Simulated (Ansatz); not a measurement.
## Pt under changes of volume

One of the cells (15.815 Å³/atom); the others are scaled copies at fixed shape and fractional positions:

```
Pt
1.0
     2.76067    0.00000    0.00000
    -1.38033    2.39081    0.00000
     0.00000    0.00000    4.79213
Pt
2
Direct
  0.33333 0.66667 0.25000
  0.66667 0.33333 0.75000
```

This isn't the form of Pt at room conditions, which is fcc.

* Program: Ansatz 0.2.0
* Functional: LDA
* Potentials or basis: all-electron LAPW, scalar-relativistic
* Cutoff: 273 eV (chosen from the basis error)
* Basis error allowed: 0.001 eV/atom
* k mesh: 11 × 11 × 6
* Occupations: fermi-dirac, width 0.05 eV
* Spin: no spin polarisation

| volume (Å³/atom) | energy over the lowest point (meV/atom) | pressure (GPa) |
| --- | --- | --- |
| 14.866 | 0.00 | 0.2 |
| 15.182 | 5.91 | -5.8 |
| 15.498 | 22.92 | -11.0 |
| 15.815 | 49.61 | -15.6 |
| 16.131 | 84.72 | -19.6 |
| 16.447 | 127.17 | -23.1 |
| 16.763 | ? | ? |

Task: What does the run at 16.763 Å³/atom give?

Result: Energy over the lowest point 175.97 meV/atom; pressure -26.0 GPa.

Worked out: A Birch-Murnaghan fit of order 3 (a polynomial in V^(-2/3)) to the other rows has its minimum at 14.87 Å³/atom with B0 = V·E''(V) = 300 GPa and B' = 5.3 at fixed shape and positions, which overstates the stiffness. It gives 176.04 meV/atom at 16.763 Å³/atom, against the run's 175.97, and -dE/dV = -26.3 GPa, against -26.0.

Energies are extrapolated to zero smearing.
